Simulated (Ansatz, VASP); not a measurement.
# CdF2 in two plane-wave programs

Aim: how closely do two programs agree when they are given the same cell, functional and k mesh? The structure shown is the start of the Ansatz relaxation below; VASP solves that cell, so the two are compared at the walk's first step.

Main program and level: Ansatz 0.2.0; plane waves, with VASP 6.6.1 beside it; single point at PBE.

## (1) Starting point

The cell holds 3 atoms: 1 Cd and 2 F. Its edges and angles: a = 3.157 Å, b = 3.155 Å, c = 28.128 Å, α = 90.0°, β = 90.0°, γ = 89.9°. Vacuum lies along c. The height across the vacuum is the one that the program set for its solve, not the one typed.

## (2) Ansatz: relaxation, PBE

Ansatz runs on its default PAW (the set named soft_2) files.

The two programs are compared at the cell with which this relaxation starts, whose forces are those of its first step.

Contents of input.yaml:

```yaml
crystal:
  lattice:
    - [3.15743456, 0.0, 0.0]
    - [0.00502785, 3.15497897, 0.0]
    - [0.0, 0.0, 18.82076046]
  atoms:
    - { symbol: Cd, position: [0.00858746, 0.49800599, 0.50009281] }
    - { symbol: F, position: [0.0, 0.0, 0.44250487] }
    - { symbol: F, position: [0.50758646, 0.51474692, 0.55749513] }
  periodic: [true, true, false]
kpoints:
  mp_grid: { grid: [8, 8, 1] }
scf:
  occupations: { method: fermi_dirac, width: 0.05 }
hamiltonian:
  xc: pbe
  pseudopotentials: { kind: paw }
output:
  forces: true
  stress: true
relax:
  f_tol: 0.02
  max_steps: 50
  cell: {}
```

Started as:

```bash
$ ansatz run input.yaml --threads 4 --pin off --max-ram 8192MiB --backend cpu --events-out ev --progress --plain --runs-dir out
```

Numbers of over 12 decimals in the logs are rounded to 6 here.

Output:

```text
Warning: crystal.periodic: the lattice vector that does not repeat stood 0.000° off the slab's normal, 18.821 Å along it as the deck builds it. The run solves the slab on a vector along the normal, 28.128 Å long, with every atom where it was (on the deck's vector they left 16.66 Å outside them, and the widest stretch free of ions among them is 1.08 Å). A fractional position that the run reports is one of the run's ce [...]
crystal.periodic: the lattice vector that does not repeat stood 0.000° off the slab's normal, 18.821 Å along it as the deck builds it. The run solves the slab on a vector along the normal, 28.128 Å long, with every atom where it was (on the deck's vector they left 16.66 Å outside them, and the widest stretch free of ions among them is 1.08 Å). A fractional position that the run reports is one of the run's cell, which [...]
Engine: ansatz 0.2.0, x86_64-unknown-linux-gnu
Pseudopotentials: kind: paw
Pseudopotential: Cd, paw, valence charge 20, recommended cutoff 420 eV (normal), Cd.paw.azcp
Pseudopotential: F, paw, valence charge 7, recommended cutoff 420 eV (normal), F.paw.azcp
Functional definition: PBE
  parameter kappa = 0.804
  parameter beta = 0.066725
  exchange = pbe_x(kappa = kappa, mu = beta*pi^2/3)
  correlation = pbe_c(beta = beta)
Crystal: 3 atoms, lattice volume = 280.205 Å³
Basis set: ecut = 420 eV, 5519 PW (Γ), exchange–correlation on 48×48×384 points (8 copies of the dense FFT grid, shifted against one another)
Bands: 21, of which v1, the nominal top of the filled ones, is band 17 counted from 1 (16 counted from 0)
Symmetry: 1 space group operations
Space group: P1 (ITA 1), of the structure as read, at distance tolerance 6.5e-5 Å
k-points: 34 of 64 (time reversal used)
Non-local potential: Cd, projectors of the file, l = 0: 3, l = 1: 2, l = 2: 2, l = 3: 1
Non-local potential: F, projectors of the file, l = 0: 2, l = 1: 2, l = 2: 1
PAW form: soft (Blöchl's): semilocal exchange-correlation on the pseudo side does not see the compensation charge
PAW one-centre angular grid: Cd, 590 points (default); XC on 64 Gauss nodes
PAW one-centre angular grid: F, 110 points (default); XC on 64 Gauss nodes
Initial density: superposition of atomic densities (neutral atoms: chi_scale 0, normalization atom), corrected by the library's trained network
Initial wavefunctions: pseudopotential atomic-orbital guess
Functional: x = pbe(κ = 0.804, μ = 0.219515), c = pbe(β = 0.066725)
SCF iter   1: F=—  HF=-9869.549416 eV  |F-HF|=—  |Δ(HF+E_count)|=         —  Δρ=1.85e-3  dr2=8.63e-3  ethr=1.77e-3  ⟨swp⟩=10.5  Hψ=4933  notcnv=0
preconditioner: auto → none  [insulator: Δε(μ)=3.586 eV  Ē_g=15.459 eV  σ=0.050 eV  W_gap=1.00  n_scr=16 (ndim 8)  ℏωp=11.3 eV  f_vac=0.834  D(μ)=0.00/eV (n_scr^D=0)  ε∞_Penn≈1.5]
SCF iter   2: F=—  HF=-9869.548832 eV  |F-HF|=—  |Δ(HF+E_count)|=   5.84e-4  Δρ=1.21e-3  dr2=2.56e-3  ethr=2.54e-5  ⟨swp⟩=3.6  Hψ=2079  notcnv=0
[...]
SCF iter   7: F=-9871.949257 eV  HF=-9871.949257 eV  |F-HF|=5.46e-11  |Δ(HF+E_count)|=  3.46e-11  Δρ=6.92e-8  dr2=4.86e-12  ethr=1.00e-12  ⟨swp⟩=8.1  Hψ=4101  notcnv=0
SCF 25 converged in 7 iterations: F = -9871.949257 eV  dr2 = 4.86e-12
relax step  25: F+E_penalty+E_count = -9871.94925695 eV  Δ(F+E_penalty+E_count) = -9.011e-5 eV  max|allowed force component| = 2.920e-4 eV/Å  Δτ_max = 0.0002 Å  P = +0.000 N/m  Ω = 306.889 Å³  energy of the carried Pulay correction = -4.663e-3 eV  fix = [c, alpha, beta]  reactions: c -0.000 N/m; alpha +0.000, beta -0.000 N/m/rad  (7 SCF iters, accepted)
[...]
relax step  26: F+E_penalty+E_count = -9871.95598747 eV  Δ(F+E_penalty+E_count) = -6.731e-3 eV  max|allowed force component| = 1.091e-3 eV/Å  Δτ_max = 0.0000 Å  P = +0.066 N/m  Ω = 306.889 Å³  fix = [c, alpha, beta]  reactions: c -0.000 N/m; alpha +0.000, beta -0.000 N/m/rad  stress off target by 1.77e-1 N/m on what of the cell is left free  SCF on the basis re-selected at this cell (its energy is not comparable with the rows above)  (8 SCF iters)
[...]
relax step  27: F+E_penalty+E_count = -9871.95603214 eV  Δ(F+E_penalty+E_count) = -4.467e-5 eV  max|allowed force component| = 2.186e-3 eV/Å  Δτ_max = 0.0021 Å  P = +0.008 N/m  Ω = 307.414 Å³  energy of the carried Pulay correction = -2.691e-4 eV  fix = [c, alpha, beta]  reactions: c +0.000 N/m; alpha +0.000, beta -0.000 N/m/rad  (6 SCF iters, dr2 threshold 5.31e-8 eV, accepted)
[...]
relax step  28: F+E_penalty+E_count = -9871.95630127 eV  Δ(F+E_penalty+E_count) = -2.691e-4 eV  max|allowed force component| = 2.192e-3 eV/Å  Δτ_max = 0.0000 Å  P = +0.010 N/m  Ω = 307.414 Å³  fix = [c, alpha, beta]  reactions: c +0.000 N/m; alpha +0.000, beta -0.000 N/m/rad  stress off target by 2.87e-2 N/m on what of the cell is left free  SCF on the basis re-selected at this cell (its energy is not comparable with the rows above)  (6 SCF iters)
basis re-selected at this cell: Δ(F+E_penalty+E_count) = -2.691e-4 eV, ΔP = +0.002 N/m vs the last step (what re-selecting the basis moved, of the pressure what is left beyond the Pulay correction that the steps carried, after the strain that the cell walked since its last selection, with what the two solves' SCF thresholds leave and, on support functions, any second-order correction that the steps lacked; it is no m [...]
SCF converged after 6 iterations
Free energy (F): -9871.956301 eV
Harris-Foulkes:  -9871.956301 eV  (|F-HF|=4.70e-8)
Internal energy: -9871.956301 eV  (E = F + TS)
E sigma→0 (E₀):  -9871.956301 eV
Fermi energy:    -6.789319 eV
--- Per-component energies (eV) ---
  E_band       = -994.762467
  E_kinetic    = 916.372974
  E_local      = -63120.527853  (includes V_loc(G=0)·N_el)
  E_nonlocal   = 183.624930
  E_hartree    = 31063.308428
  E_xc         = -334.588264
  E_vxc        = -423.768013  (∫ρ·V_xc dr)
  E_paw        = -4487.240818  (= ΣΔE_a)
  E_vpaw       = -677.085413  (= ΣTr[D̂ρ^β])
  E_aug_tail   = 0.004127  (compensation charges beyond the density's cutoff)
  E_ewald      = 25907.090175
  E_smearing   = -0.000000  (= −TS)
  E_closure    = -0.000000  (closes the sum)
  Σ components = -9871.956301   (vs F -9871.956301, Δ=0.00e0)
--- Forces (eV/Å), atoms counted from 1 ---
  atom   1  Cd    -0.00048518    -0.00036623    -0.00219203
  atom   2  F     -0.00056048    -0.00040024     0.00194392
  atom   3  F      0.00104564     0.00076646     0.00024719
  max |Σ_I F_I| component: 9.18e-7 eV/Å
--- 2D stress c σ (N/m, compression-positive) ---
        0.010173       0.018282      -0.000000
        0.018282       0.010602      -0.000000
       -0.000000      -0.000000       0.000000
  P = ½ c Tr σ = 0.0104 N/m
--- Relaxed structure (24 steps of the walk, 24 accepted, 4 SCFs on fresh bases) ---
  F+E_penalty+E_count = -9871.95630127 eV   max|allowed force component| = 2.192e-3 eV/Å   (the final SCF, on the basis selected at the relaxed cell)
  cell:  # Å, volume = 307.4136 Å³
    - [3.431425, 0.914834, 0]
    - [0.919586, 3.430121, 0]
    - [0, 0, 28.128408]
  atoms:
    - { symbol: Cd, position: [0.172070, 0.337592, 0.334577] }
    - { symbol: F, position: [-0.161272, 0.00423396, 0.299198] }
    - { symbol: F, position: [0.505376, 0.670927, 0.369940] }
```

## (3) VASP: single point, PBE, start cell

The same cell, functional, mesh and smearing now go to VASP, with its own data sets.

Lines of VASP's logs that name or quote its potential files are left out, and so is its time.

Contents of INCAR:

```
SYSTEM = CdF2
PREC = Accurate
ENCUT = 520
EDIFF = 1E-06
NELM = 120
ISMEAR = -1
SIGMA = 0.05
LREAL = .FALSE.
ALGO = Normal
GGA = PE
NBANDS = 19
LORBIT = 11
LWAVE = .FALSE.
LCHARG = .FALSE.
ISIF = 2
LDIPOL = .TRUE.
IDIPOL = 3
DIPOL = 0.5 0.5 0.335
LVHAR = .TRUE.
LASPH = .TRUE.
GGA_COMPAT = .FALSE.
EFERMI = MIDGAP
NELMDL = -8
KPAR = 2
```

Contents of POSCAR:

```
CdF2
1.0
    3.1574350000      0.0000000000      0.0000000000
    0.0050280000      3.1549790000      0.0000000000
    0.0000000000      0.0000000000     28.1284080000
Cd F
1 2
Direct
    0.0085873586      0.4980058504      0.3346128583
    0.0000000000      0.0000000000      0.2960806740
    0.5075863326      0.5147470078      0.3730208265
```

Contents of KPOINTS:

```
Automatic mesh
0
Gamma
8 8 1
0 0 0
```

PAW data sets: Cd and F (PBE family, release 64).

Started as:

```bash
$ mpirun -np 2 vasp_std
```

Output:

```text
[banner, memory and clock lines left out]
running    2 mpi-ranks, on    1 nodes
 distrk:  each k-point on    1 cores,    2 groups
 distr:  one band on    1 cores,    1 groups

 POSCAR found type information on POSCAR CdF
 POSCAR found :  2 types and       3 ions
 LDA part: xc-table for (Slater+PW92), standard interpolation
 POSCAR, INCAR and KPOINTS ok, starting setup
 FFT: planning ... GRIDC
 FFT: planning ... GRID_SOFT
 FFT: planning ... GRID
 WAVECAR not read
 entering main loop
       N       E                     dE             d eps       ncg     rms          rms(c)
DAV:   1     0.235649700205E+03    0.23565E+03   -0.10373E+04  1452   0.101E+03
DAV:   2     0.186607412226E+02   -0.21699E+03   -0.20774E+03  1718   0.266E+02
DAV:   3    -0.957370929303E+01   -0.28234E+02   -0.28025E+02  1479   0.107E+02
DAV:   4    -0.100210616553E+02   -0.44735E+00   -0.44711E+00  1570   0.153E+01
DAV:   5    -0.100239852329E+02   -0.29236E-02   -0.29235E-02  1524   0.112E+00
DAV:   6    -0.100240207000E+02   -0.35467E-04   -0.35465E-04  1596   0.115E-01
DAV:   7    -0.100240212679E+02   -0.56789E-06   -0.56788E-06  1542   0.120E-02
DAV:   8    -0.100240212811E+02   -0.13239E-07   -0.13225E-07  1209   0.182E-03    0.226E+01
DAV:   9    -0.804224585831E+01    0.19818E+01   -0.73303E+00  1837   0.396E+01    0.160E+01
DAV:  10    -0.804521793526E+01   -0.29721E-02   -0.99090E-01  1452   0.102E+01    0.495E+00
DAV:  11    -0.803769700614E+01    0.75209E-02   -0.75329E-02  1684   0.234E+00    0.479E-01
DAV:  12    -0.803764050644E+01    0.56500E-04   -0.12551E-02  1751   0.193E+00    0.220E-01
DAV:  13    -0.803838725955E+01   -0.74675E-03   -0.30802E-03  1506   0.503E-01    0.191E-01
DAV:  14    -0.803849969255E+01   -0.11243E-03   -0.89277E-05  1701   0.907E-02    0.247E-02
DAV:  15    -0.803866262143E+01   -0.16293E-03   -0.65592E-05  1570   0.616E-02    0.143E-02
DAV:  16    -0.803878604342E+01   -0.12342E-03   -0.29272E-05  1624   0.384E-02    0.519E-03
DAV:  17    -0.803886835691E+01   -0.82313E-04   -0.20927E-05  1607   0.240E-02    0.427E-03
DAV:  18    -0.803891181330E+01   -0.43456E-04   -0.12437E-05  1547   0.323E-02    0.776E-03
DAV:  19    -0.803891643850E+01   -0.46252E-05   -0.15413E-06  1307   0.164E-02    0.264E-03
DAV:  20    -0.803892044799E+01   -0.40095E-05   -0.90273E-07  1270   0.676E-03    0.207E-03
DAV:  21    -0.803892120258E+01   -0.75459E-06   -0.29722E-07  1296   0.604E-03
   1 F= -.80389212E+01 E0= -.80389212E+01  d E =-.123855E-15
```

OUTCAR, selected parts (step 3):

```text
ion  position               nearest neighbor table
   1  0.009  0.498  0.335-   2 1.91   3 1.91   3 1.92   2 1.92
   2  0.000  0.000  0.296-   1 1.91   1 1.92
   3  0.508  0.515  0.373-   1 1.91   1 1.92

  LATTYP: Found a simple monoclinic cell.
 ALAT       =     3.1549830065
 B/A-ratio  =     8.9155497643
 C/A-ratio  =     1.0007771812
 COS(beta)  =    -0.0015936694

 Subroutine GETGRP returns: Found  1 space group operations
 (whereof  1 operations were pure point group operations)

The static configuration has the point symmetry C_1 .

 Found     34 irreducible k-points:

   k-points           NKPTS =     34   k-points in BZ     NKDIM =     34   number of bands    NBANDS=     19

   dimension x,y,z NGX =    24 NGY =   24 NGZ =  210
   dimension x,y,z NGXF=    48 NGYF=   48 NGZF=  420

   ENCUT  =  520.0 eV  38.22 Ry    6.18 a.u.   5.87  5.87 52.30*2*pi/ulx,y,z

   NELECT =      26.0000    total number of electrons

 k-points in reciprocal lattice and weights: Automatic mesh
   0.00000000  0.00000000  0.00000000       0.016
   0.12500000  0.00000000  0.00000000       0.031
   0.25000000  0.00000000  0.00000000       0.031
   0.37500000  0.00000000  0.00000000       0.031
   0.50000000  0.00000000  0.00000000       0.016
   0.00000000  0.12500000  0.00000000       0.031
   0.12500000  0.12500000  0.00000000       0.031
   0.25000000  0.12500000  0.00000000       0.031
   0.37500000  0.12500000  0.00000000       0.031
[...]
0.37500000  0.50000000  0.00000000       0.031
   0.50000000  0.50000000  0.00000000       0.016

 dipolmoment           0.000000      0.000000     -0.001055 electrons x Angstroem

 average (electrostatic) potential at core
       1 -45.2618       2 -84.7262       3 -84.7374

 E-fermi :  -5.3975

 k-point     1 :       0.0000    0.0000    0.0000
  band No.  band energies     occupation
    ...
      9      -9.5423      2.00000
     10      -9.4773      2.00000
     11      -7.5316      2.00000
     12      -7.1787      2.00000
     13      -7.1720      2.00000
     14      -3.6230      0.00000
     15      -0.1853      0.00000
     16       0.8983      0.00000
     17       1.1152      0.00000
     18       1.2620      0.00000
    ...

 k-point     2 :       0.1250    0.0000    0.0000
  band No.  band energies     occupation
    ...
      9      -9.5639      2.00000
     10      -9.3715      2.00000
     11      -7.5853      2.00000
     12      -7.4165      2.00000
     13      -7.2134      2.00000
     14      -3.2506      0.00000
     15       0.1213      0.00000
     16       1.1278      0.00000
     17       1.3437      0.00000
     18       1.5084      0.00000
    ...

 k-point     3 :       0.2500    0.0000    0.0000
  band No.  band energies     occupation
    ...
      9      -9.8646      2.00000
     10      -9.0000      2.00000
     11      -7.9882      2.00000
     12      -7.6098      2.00000
     13      -7.3285      2.00000
     14      -2.2684      0.00000
     15       0.9178      0.00000
     16       1.8110      0.00000
     17       2.0293      0.00000
     18       2.2327      0.00000
    ...

  Total       13.8754779     13.8464636     10.4516809      0.0328921      0.4191693      0.2107930
  in kB       79.3382264     79.1723263     59.7613884      0.1880730      2.3967573      1.2052875
  external PRESSURE =      72.7573137 kB  Pullay stress =       0.0000000 kB

  energy-cutoff  :      520.00
  volume of cell :      280.21
      direct lattice vectors                 reciprocal lattice vectors
     3.157435000  0.000000000  0.000000000     0.316712775 -0.000504736  0.000000000
     0.005028000  3.154979000  0.000000000     0.000000000  0.316959320  0.000000000
     0.000000000  0.000000000 28.128408000     0.000000000  0.000000000  0.035551248

 POSITION                                       TOTAL-FORCE (eV/Angst)
 -----------------------------------------------------------------------------------
      0.02962      1.57120      9.41213         0.063417     -0.116342     -0.000567
      0.00000      0.00000      8.32828        -0.129509     -0.135037     -4.869391
      1.60526      1.62402     10.49248         0.066091      0.251380      4.869958
 -----------------------------------------------------------------------------------
    total drift:                                0.000340     -0.000837     -0.001074

  FREE ENERGIE OF THE ION-ELECTRON SYSTEM (eV)
  ---------------------------------------------------
  free  energy   TOTEN  =        -8.0389212026 eV

  energy  without entropy=       -8.0389212026  energy(sigma->0) =       -8.03892120

 vacuum level on the upper side and lower side of the slab         1.043         1.062

 total charge
# of ion       s       p       d       tot
------------------------------------------
    1        0.373   0.481   9.785  10.639
    2        1.742   4.406   0.000   6.148
    3        1.742   4.407   0.000   6.148
--------------------------------------------------
tot          3.857   9.293   9.785  22.936

[... 3 further parts left out ...]
```

## (4) Side by side

Known differences besides the potentials themselves: Ansatz cuts the interaction across the vacuum, VASP repeats the sheet with a dipole correction; the data sets hold 34 valence electrons in Ansatz (on its default PAW (the set named soft_2) files) and 26 in VASP; the cutoff is 420 eV in Ansatz and 520 eV in VASP. Total energies have different zeros and are not compared.

Forces (eV/Å; atoms numbered as in POSCAR):

```tsv
atom	Ansatz x, y, z	VASP x, y, z
Cd1	0.061, -0.111, -0.001	0.063, -0.116, -0.001
F2	-0.119, -0.122, -4.450	-0.130, -0.135, -4.869
F3	0.059, 0.233, 4.451	0.066, 0.251, 4.870
```

The forces differ by 198 meV/Å r.m.s., which is 8.6 % of the r.m.s. force of 2.298 eV/Å (both taken over all components). With vacuum in the cell, a pressure given here is an average over mostly empty space and none of the material.

## (5) What came out

```
r.m.s. force difference (single point, PBE, start cell) : 8.6 % of the r.m.s. force
```

**Reading.** The r.m.s. force difference is 8.6 % of the r.m.s. force (single point, PBE, start cell), beyond the 3 % picked in this series as the mark of a large difference. The data sets hold unlike numbers of valence electrons (34 in Ansatz and 26 in VASP), so part of the differences comes from the potentials. What causes the difference of the single point, PBE, start cell pair stays open here. 1 further run of this series is not shown here. How closely two codes agree says nothing of how well the functional describes the real material.

[Lines on the potential files, build, host, timing and source positions are cut from VASP's logs without a mark.]

[Logs are printed without paths, hosts, clocks, repeated set-up lines and the standing remarks that a program may print on its own settings, such as how far it seeks lower states.]

[Hosts, paths, dates, database ids (printed as entryN), source tags and the programs' standing remarks are cut or masked in the printed files.]
